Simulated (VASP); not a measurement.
# InP (F-43m) in VASP: a series of runs

The runs below take InP through single point, with PBE, LDA.

All numbers are computed with VASP 6.6.1; they aren't measurements. Logs are shortened: lines on timing, memory, paths and dates and some standing lists are left out, and cuts for length are marked.

**The experiment to reproduce.**

A printed reference work, data compilation reports, for a bulk crystal of InP at 1.6 K: band gap 1.4236 eV (direct).

How close the calculation comes is told below.

## 1. The crystal as given

Symmetry: F-43m, No. 216, cubic system. The conventional cell has a = 5.861 Å, b = 5.861 Å, c = 5.861 Å, α = 90.00°, β = 90.00°, γ = 90.00°. In (site symmetry -43m) has 4 P at 2.54 Å as nearest neighbours. P (site symmetry -43m) is surrounded by 4 In at 2.54 Å.

## 2. Single point, PBE

Input file INCAR:

```
PREC = Accurate
ENCUT = 520
EDIFF = 1E-6
ISMEAR = 0
SIGMA = 0.03
LREAL = False
LASPH = True
NELM = 80
ALGO = Fast
ISIF = 2
LWAVE = False
LCHARG = False
GGA = PE
NBANDS = 16
```

Input file KPOINTS:

```
Automatic mesh
0
Gamma
  8 8 8
```

Input file POSCAR:

```
InP
1.0
    0.0000000000      2.9305000000      2.9305000000
    2.9305000000      0.0000000000      2.9305000000
    2.9305000000      2.9305000000      0.0000000000
In P
1 1
Direct
    0.0000000000      0.0000000000      0.0000000000
    0.7500000000      0.7500000000      0.7500000000
```

Potentials or basis: VASP PAW PBE potentials, release 64 (In_d, P).

The run is started by

```console
$ cat potpaw_PBE.64/In_d/POTCAR potpaw_PBE.64/P/POTCAR > POTCAR
$ mpirun -np 1 vasp_std > vasp.out
```

OUTCAR:

```text
PREC = Accurate
   ENCUT = 520
   EDIFF = 1E-6
   ISMEAR = 0
   LREAL = False
   LASPH = True
   NELM = 80
   ISIF = 2
   GGA = PE

 ion  position               nearest neighbor table
   1  0.000  0.000  0.000-   2 2.54   2 2.54   2 2.54   2 2.54
   2  0.750  0.750  0.750-   1 2.54   1 2.54   1 2.54   1 2.54

  LATTYP: Found a face centered cubic cell.
 ALAT       =     5.8610000000

  Lattice vectors:

 A1 = (   0.0000000000,   2.9305000000,   2.9305000000)
 A2 = (   2.9305000000,   0.0000000000,   2.9305000000)
 A3 = (   2.9305000000,   2.9305000000,   0.0000000000)

Analysis of symmetry for initial positions (statically):
=====================================================================
 Subroutine PRICEL returns:
 Original cell was already a primitive cell.

 Routine SETGRP: Setting up the symmetry group for a
 face centered cubic supercell.

 Subroutine GETGRP returns: Found 24 space group operations
 (whereof 24 operations were pure point group operations)
 out of a pool of 48 trial point group operations.

The static configuration has the point symmetry T_d .

Analysis of symmetry for dynamics (positions and initial velocities):
=====================================================================
 Subroutine PRICEL returns:
 Original cell was already a primitive cell.

 Routine SETGRP: Setting up the symmetry group for a
 face centered cubic supercell.

 Subroutine GETGRP returns: Found 24 space group operations
 (whereof 24 operations were pure point group operations)
 out of a pool of 48 trial point group operations.

The dynamic configuration has the point symmetry T_d .

 Subroutine INISYM returns: Found 24 space group operations
 (whereof 24 operations are pure point group operations),
 and found     1 'primitive' translations

----------------------------------------------------------------------------------------

                                     Primitive cell

  volume of cell :      50.3333

  direct lattice vectors                    reciprocal lattice vectors
     0.000000000  2.930500000  2.930500000    -0.170619348  0.170619348  0.170619348
     2.930500000  0.000000000  2.930500000     0.170619348 -0.170619348  0.170619348
     2.930500000  2.930500000  0.000000000     0.170619348  0.170619348 -0.170619348

  length of vectors
     4.144352845  4.144352845  4.144352845     0.295521380  0.295521380  0.295521380

  position of ions in fractional coordinates (direct lattice)
     0.000000000  0.000000000  0.000000000
     0.750000000  0.750000000  0.750000000

  ion indices of the primitive-cell ions
   primitive index   ion index
                 1           1
                 2           2

----------------------------------------------------------------------------------------

 KPOINTS: Automatic mesh

Automatic generation of k-mesh.
 Grid dimensions read from file:
 generate k-points for:    8    8    8

 Generating k-lattice:

  Cartesian coordinates                     Fractional coordinates (reciprocal lattice)
    -0.021327419  0.021327419  0.021327419     0.125000000  0.000000000  0.000000000
     0.021327419 -0.021327419  0.021327419     0.000000000  0.125000000  0.000000000
     0.021327419  0.021327419 -0.021327419     0.000000000  0.000000000  0.125000000

  Length of vectors
     0.036940172  0.036940172  0.036940172

  Shift w.r.t. Gamma in fractional coordinates (k-lattice)
     0.000000000  0.000000000  0.000000000

 Subroutine IBZKPT returns following result:
 ===========================================

 Found     29 irreducible k-points:

 Following reciprocal coordinates:
            Coordinates               Weight
  0.000000  0.000000  0.000000      1.000000
  0.125000  0.000000  0.000000      8.000000
  0.250000  0.000000  0.000000      8.000000
  0.375000  0.000000  0.000000      8.000000
  0.500000  0.000000  0.000000      4.000000
  0.125000  0.125000  0.000000      6.000000
[... 16 lines left out ...]
  0.500000  0.250000  0.125000     48.000000
 -0.375000  0.250000  0.125000     24.000000
 [... further k-points ...]
   k-points           NKPTS =     29   k-points in BZ     NKDIM =     29   number of bands    NBANDS=     16
   number of dos      NEDOS =    301   number of ions     NIONS =      2
   total plane-waves  NPLWV =  32768
   dimension x,y,z NGX =    32 NGY =   32 NGZ =   32
   dimension x,y,z NGXF=    64 NGYF=   64 NGZF=   64
   ions per type =               1   1
   NGX,Y,Z   is equivalent  to a cutoff of  12.84, 12.84, 12.84 a.u.
   NGXF,Y,Z  is equivalent  to a cutoff of  25.67, 25.67, 25.67 a.u.
 SYSTEM =  unknown system
   PREC   = accura    normal or accurate (medium, high low for compatibility)
   ISTART =      0    job   : 0-new  1-cont  2-samecut
   ICHARG =      2    charge: 1-file 2-atom 10-const
   ISPIN  =      1    spin polarized calculation?
   LNONCOLLINEAR =      F non collinear calculations
   LSORBIT =      F    spin-orbit coupling
   LASPH  =      T    aspherical Exc in radial PAW
   ENCUT  =  520.0 eV  38.22 Ry    6.18 a.u.   7.71  7.71  7.71*2*pi/ulx,y,z
   NELM   =     80;   NELMIN=  2; NELMDL= -5     # of ELM steps
   EDIFF  = 0.1E-05   stopping-criterion for ELM
   LREAL  =      F    real-space projection
   EDIFFG = 0.1E-04   stopping-criterion for IOM
   NSW    =      0    number of steps for IOM
   IBRION =     -1    ionic relax: 0-MD 1-quasi-New 2-CG
   NFREE  =      0    steps in history (QN), initial steepest desc. (CG)
   ISIF   =      2    stress and relaxation
   ISYM   =      2    0-nonsym 1-usesym 2-fastsym
   POTIM  = 0.5000    time-step for ionic-motion
   TEBEG  =    0.0;   TEEND  =   0.0 temperature during run
   PSTRESS=    0.0 pullay stress
   NELECT =      18.0000    total number of electrons
   NUPDOWN=      -1.0000    fix difference up-down
   EMIN   =  10.00;   EMAX   =-10.00  energy-range for DOS
   EFERMI =   0.00;   METHOD = LEGACY
   ISMEAR =     0;   SIGMA  =   0.03  broadening in eV -4-tet -1-fermi 0-gaus
   EFERMI_NEDOS =   21; number of points for ismear=-14 and -15
   IALGO  =     68    algorithm
   IMIX   =      4    mixing-type and parameters
     AMIX     =   0.40;   BMIX     =  1.00
     AMIX_MAG =   1.60;   BMIX_MAG =  1.00
  volume/ion in A,a.u.               =      25.17       169.83
  Fermi-wavevector in a.u.,A,eV,Ry     =   1.162021  2.195901 18.371846  1.350293
  Thomas-Fermi vector in A             =   2.298587
   LORBIT       =      0    0 simple, 1 ext, 2 COOP (PROOUT), +10 PAW based schemes
   GGA     = PE    functional components
   LHFCALC =     F    Hartree Fock is set to
   AEXX    =    0.0000 exact exchange contribution
   IVDW    =     0    specifies the selected vdW correction
   LEPSILON=     F    determine dielectric tensor
   LRPA    =     F    only Hartree local field effects (RPA)
 non-spin polarized calculation
 RMM-DIIS sequential band-by-band and
 Gauss-broadening in eV      SIGMA  =   0.03
  energy-cutoff  :      520.00
  volume of cell :       50.33
 maximum number of plane-waves:      1380
   NGX = 15   NGY = 15   NGZ = 15

 number of electron      18.0000005 magnetization

 Free energy of the ion-electron system (eV)
  ---------------------------------------------------
  ext. energy  EPLUGINS =         0.00000000
  ---------------------------------------------------
  free energy    TOTEN  =        -8.38078776 eV

  energy without entropy =       -8.38078776  energy(sigma->0) =       -8.38078776

 E-fermi :   5.3682     XC(G=0):  -9.2833

 val. band max:        5.1878490570   @ k =   0.0000   0.0000   0.0000
 cond. band min:       5.9001764492   @ k =   0.0000   0.0000   0.0000
 fundamental gap:      0.7123273922
 Fermi energy:         5.3682210830

 k-point     1 :       0.0000    0.0000    0.0000
  band No.  band energies     occupation
      1      -8.9982      2.00000
      2      -8.9982      2.00000
      3      -8.9982      2.00000
      4      -8.8461      2.00000
      5      -8.8461      2.00000
      6      -6.3292      2.00000
[... 8 lines left out ...]
     15      14.6379      0.00000
     16      14.6379      0.00000

 k-point     2 :       0.1250    0.0000    0.0000
  band No.  band energies     occupation
      1      -9.0172      2.00000
      2      -8.9907      2.00000
      3      -8.9907      2.00000
      4      -8.8460      2.00000
      5      -8.8460      2.00000
      6      -6.1507      2.00000
[... 8 lines left out ...]
     15      14.0003      0.00000
     16      14.5461      0.00000

 k-point     3 :       0.2500    0.0000    0.0000
  band No.  band energies     occupation
      1      -9.0606      2.00000
      2      -8.9748      2.00000
      3      -8.9748      2.00000
      4      -8.8434      2.00000
      5      -8.8434      2.00000
      6      -5.6522      2.00000
[... 8 lines left out ...]
     15      13.7777      0.00000
     16      14.3291      0.00000

 k-point     4 :       0.3750    0.0000    0.0000
  band No.  band energies     occupation
      1      -9.1012      2.00000
      2      -8.9629      2.00000
      3      -8.9629      2.00000
      4      -8.8367      2.00000
      5      -8.8367      2.00000
      6      -4.9851      2.00000
[... 8 lines left out ...]
     15      14.7082      0.00000
     16      14.7082      0.00000

 k-point     5 :       0.5000    0.0000    0.0000
  band No.  band energies     occupation
      1      -9.1174      2.00000
      2      -8.9593      2.00000
      3      -8.9593      2.00000
      4      -8.8325      2.00000
      5      -8.8325      2.00000
      6      -4.6050      2.00000
[... 8 lines left out ...]
     15      15.8321      0.00000
     16      15.8321      0.00000

 k-point     6 :       0.1250    0.1250    0.0000
  band No.  band energies     occupation
      1      -9.0311      2.00000
      2      -8.9834      2.00000
      3      -8.9834      2.00000
      4      -8.8522      2.00000
      5      -8.8410      2.00000
      6      -6.0918      2.00000
[... 8 lines left out ...]
     15      14.7787      0.00000
     16      14.9647      0.00000

 k-point     7 :       0.2500    0.1250    0.0000
  band No.  band energies     occupation
      1      -9.0663      2.00000
      2      -8.9698      2.00000
      3      -8.9666      2.00000
      4      -8.8564      2.00000
      5      -8.8359      2.00000
      6      -5.6998      2.00000
[... 8 lines left out ...]
     15      14.6592      0.00000
     16      15.6001      0.00000

 k-point     8 :       0.3750    0.1250    0.0000
  band No.  band energies     occupation
      1      -9.1017      2.00000
      2      -8.9595      2.00000
      3      -8.9530      2.00000
      4      -8.8529      2.00000
      5      -8.8307      2.00000
      6      -5.0743      2.00000
[... 8 lines left out ...]
     15      15.2062      0.00000
     16      15.2632      0.00000

 k-point     9 :       0.5000    0.1250    0.0000
  band No.  band energies     occupation
      1      -9.1210      2.00000
      2      -8.9553      2.00000
      3      -8.9485      2.00000
      4      -8.8430      2.00000
      5      -8.8306      2.00000
      6      -4.5385      2.00000
[... 8 lines left out ...]
     15      15.8309      0.00000
     16      15.8599      0.00000
[... 172 lines left out ...]
 k-point    19 :       0.5000    0.3750    0.0000
  band No.  band energies     occupation
      1      -9.1700      2.00000
      2      -8.9089      2.00000
      3      -8.9015      2.00000
      4      -8.8867      2.00000
      5      -8.8159      2.00000
      6      -4.0884      2.00000
[... 8 lines left out ...]
     15      16.0779      0.00000
     16      17.1856      0.00000

 k-point    20 :      -0.3750    0.3750    0.0000
  band No.  band energies     occupation
      1      -9.1559      2.00000
      2      -8.9250      2.00000
      3      -8.9081      2.00000
      4      -8.8728      2.00000
      5      -8.8257      2.00000
      6      -3.9625      2.00000
[... 8 lines left out ...]
     15      15.0828      0.00000
     16      18.0764      0.00000

 k-point    21 :       0.5000    0.5000    0.0000
  band No.  band energies     occupation
      1      -9.1837      2.00000
      2      -8.8974      2.00000
      3      -8.8935      2.00000
      4      -8.8935      2.00000
      5      -8.8109      2.00000
      6      -3.9513      2.00000
[... 8 lines left out ...]
     15      15.9529      0.00000
     16      17.0048      0.00000

 k-point    22 :       0.3750    0.2500    0.1250
  band No.  band energies     occupation
      1      -9.0987      2.00000
      2      -8.9555      2.00000
      3      -8.9491      2.00000
      4      -8.8613      2.00000
      5      -8.8309      2.00000
      6      -5.2383      2.00000
[... 8 lines left out ...]
     15      15.3790      0.00000
     16      16.8529      0.00000

 k-point    23 :       0.5000    0.2500    0.1250
  band No.  band energies     occupation
      1      -9.1226      2.00000
      2      -8.9501      2.00000
      3      -8.9346      2.00000
      4      -8.8574      2.00000
      5      -8.8305      2.00000
      6      -4.6276      2.00000
[... 8 lines left out ...]
     15      16.0456      0.00000
     16      16.5918      0.00000

 k-point    24 :      -0.3750    0.2500    0.1250
  band No.  band energies     occupation
      1      -9.1313      2.00000
      2      -8.9495      2.00000
      3      -8.9296      2.00000
      4      -8.8515      2.00000
      5      -8.8330      2.00000
      6      -4.2876      2.00000
[... 8 lines left out ...]
     15      15.8983      0.00000
     16      16.5208      0.00000

 [... further k-points ...]

------------------------ aborting loop because EDIFF is reached ----------------------------------------

  FORCE on cell =-STRESS in cart. coord.  units (eV):
  Direction    XX          YY          ZZ          XY          YZ          ZX
  --------------------------------------------------------------------------------------
  -------------------------------------------------------------------------------------
  Total        1.0522515      1.0522515      1.0522515      0.0000000      0.0000000      0.0000000
  in kB       33.4946126     33.4946126     33.4946126      0.0000000      0.0000000      0.0000000
  external PRESSURE =      33.4946126 kB  Pullay stress =       0.0000000 kB

 VOLUME and BASIS-vectors are now :
 -----------------------------------------------------------------------------
  energy-cutoff  :      520.00
  volume of cell :       50.33
      direct lattice vectors                 reciprocal lattice vectors
     0.000000000  2.930500000  2.930500000    -0.170619348  0.170619348  0.170619348
     2.930500000  0.000000000  2.930500000     0.170619348 -0.170619348  0.170619348
     2.930500000  2.930500000  0.000000000     0.170619348  0.170619348 -0.170619348

 POSITION                                       TOTAL-FORCE (eV/Angst)
 -----------------------------------------------------------------------------------
      0.00000      0.00000      0.00000         0.000000      0.000000     -0.000000
      4.39575      4.39575      4.39575        -0.000000     -0.000000      0.000000
 -----------------------------------------------------------------------------------
    total drift:                                0.000000      0.000000      0.000000

  FREE ENERGIE OF THE ION-ELECTRON SYSTEM (eV)
  ---------------------------------------------------
  free  energy   TOTEN  =        -8.3807877579 eV

  energy  without entropy=       -8.3807877579  energy(sigma->0) =       -8.38078776
```

It took 46 s on 1 thread of AMD EPYC, shared host; peak memory 0.15 GiB.

Results:

```
Free energy            : -8.3808 eV
Pressure               : 3.3 GPa
Band gap on the k mesh : 0.71 eV, direct
```

Caveat: spin-orbit coupling is left out, which moves the levels of the heavy elements.

[end of part 1 of 2]
